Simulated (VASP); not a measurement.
Set up this calculation in VASP 6.6.1, as the native input.

```yaml
Task: single point
Functional: PBE
Potentials_or_basis: VASP PAW PBE potentials, release 64 (N, B)
Cutoff: 520 eV
k_mesh: 12 × 12 × 12
Occupations: gaussian, width 0.028 eV
Spin: no spin polarisation
Further_INCAR_settings: ALGO = Normal; EDIFF = 1e-06; NBANDS = 11
```

The structure of BN lies in POSCAR:

```
BN
1.0
    1.2511217832      0.7223354983      3.3729344033
   -1.2511217832      0.7223354983      3.3729344033
    0.0000000000     -1.4446709966      3.3729344033
N B
1 1
Direct
    0.6672382000      0.6672382000      0.6672382000
    0.0003288000      0.0003288000      0.0003288000
```

The cell is a database's computed one.

One way to write it, as run:

INCAR

```
SYSTEM = BN
PREC     = Accurate       ! precision mode
ENCUT    = 520            ! plane-wave cutoff, eV
EDIFF    = 1E-6           ! SCF threshold, eV
ISMEAR   = 0              ! smearing method
SIGMA    = 0.028000000000000004 ! smearing width, eV
LREAL    = .False.        ! projectors in reciprocal space
LASPH    = .True.         ! aspherical terms in the spheres
NELM     = 60             ! most SCF steps
ALGO     = Normal         ! electronic algorithm
ISIF     = 2              ! what is computed and relaxed
LWAVE    = .False.        ! write WAVECAR
LCHARG   = .False.        ! write CHGCAR
GGA      = PE             ! functional
NBANDS   = 11             ! bands
```

KPOINTS

```
regular mesh
0
Gamma
  12 12 12
  0 0 0
```

Potentials or basis: VASP PAW PBE potentials, release 64 (N, B).

Run with:

```bash
$ cat potpaw_PBE.64/N/POTCAR potpaw_PBE.64/B/POTCAR > POTCAR
$ mpirun -np 1 vasp_std > vasp.out
```

It gave:

```
Pressure               : 3.6 GPa
Band gap on the k mesh : 4.28 eV, indirect (least direct gap 4.70 eV)
```

Wall time 27 s on 1 thread of AMD EPYC 9R45 96-Core Processor (Zen 5), with other jobs on the host, peak memory 0.14 GiB.
